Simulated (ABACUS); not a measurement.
Input of an ABACUS 3.10.1 run:

INPUT

```
INPUT_PARAMETERS
suffix              Au
calculation         cell-relax
basis_type          pw
pseudo_dir          ./
symmetry            1
dft_functional      scan
ecutwfc             88
pseudo_rcut         10
nspin               1
nbands              14
ks_solver           dav
smearing_method     fd
smearing_sigma      0.00367493
scf_thr             1e-08
scf_nmax            100
mixing_type         broyden
mixing_beta         0.7
cal_force           1
cal_stress          1
mixing_tau          1
relax_nmax          60
force_thr_ev        0.02
relax_method        cg
out_stru            1
stress_thr          1
kpar                4
```

Contents of STRU:

```
ATOMIC_SPECIES
Au 196.9666 Au_ONCV_PBE-1.2.upf

LATTICE_CONSTANT
1.8897261246

LATTICE_VECTORS
0.0000000000 2.0350000000 2.0350000000
2.0350000000 0.0000000000 2.0350000000
2.0350000000 2.0350000000 0.0000000000

ATOMIC_POSITIONS
Cartesian

Au
0.0
1
0.0000000000 0.0000000000 0.0000000000 1 1 1
```

KPT

```
K_POINTS
0
Gamma
7 7 7 0 0 0
```

Potentials or basis: SG15 ONCV 1.2 PBE, plane waves.

Command:

```bash
$ OMP_NUM_THREADS=1 mpirun -np 4 abacus > log
```

Question: What does it give for the band gap on the k mesh?

Answer: None (metal or under the smearing width).

Question: Predict the space group after relaxing (to 0.05 Å).

Answer: Fm-3m (No. 225).

Final structure:
```
Au
1.0
     0.00000    2.04923    2.04923
     2.04923    0.00000    2.04923
     2.04923    2.04923    0.00000
Au
1
Direct
  0.00000 0.00000 0.00000
```

Caveat: the k mesh is coarse (spacing up to 0.38 Å⁻¹), so the values aren't converged. Spin-orbit coupling is left out, which matters for the levels of Au.
